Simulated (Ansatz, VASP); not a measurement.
**CdS (Greenockite): VASP beside Ansatz**

```
Cd S
1.0
     4.23139    0.00000    0.00000
    -2.11570    3.66449    0.00000
     0.00000    0.00000    6.86913
Cd S
2 2
Direct
  0.66667 0.33333 0.50000
  0.33333 0.66667 0.00000
  0.66667 0.33333 0.87500
  0.33333 0.66667 0.37500
```

Change from the starting cell: volume scaled by 1.06.

Alike in both runs: task single point; functional LDA; k mesh 7 × 7 × 4; occupations fermi-dirac, width 0.05 eV; no spin polarisation.

```csv
,VASP,Ansatz
version,VASP 6.6.1,Ansatz 0.2.0
potentials or method,"VASP PAW LDA potentials, release 64 (Cd, S), cutoff 520 eV","all-electron LAPW, scalar-relativistic"
```

Ansatz gave:

| Item | Value |
| --- | --- |
| gap on the k mesh at the Fermi level (eV) | 0.77 |
| least direct gap on the mesh (eV) | 0.77 |
| pressure (GPa) | -5.8 |
| largest component of the traceless stress (GPa) | 0.27 |
| rms of the force components (eV/Å) | 0.029 |

Question: What did VASP give for the same quantities?

Answer: gap on the k mesh at the Fermi level (eV): 0.80; least direct gap on the mesh (eV): 0.80; pressure (GPa): -5.5; largest component of the traceless stress (GPa): 0.29; rms of the force components (eV/Å): 0.030.

Atom by atom the forces differ by 0.001 eV/Å (rms over components). Ansatz ran all-electron here, so the differences hold the error of VASP's frozen core and of both bases.
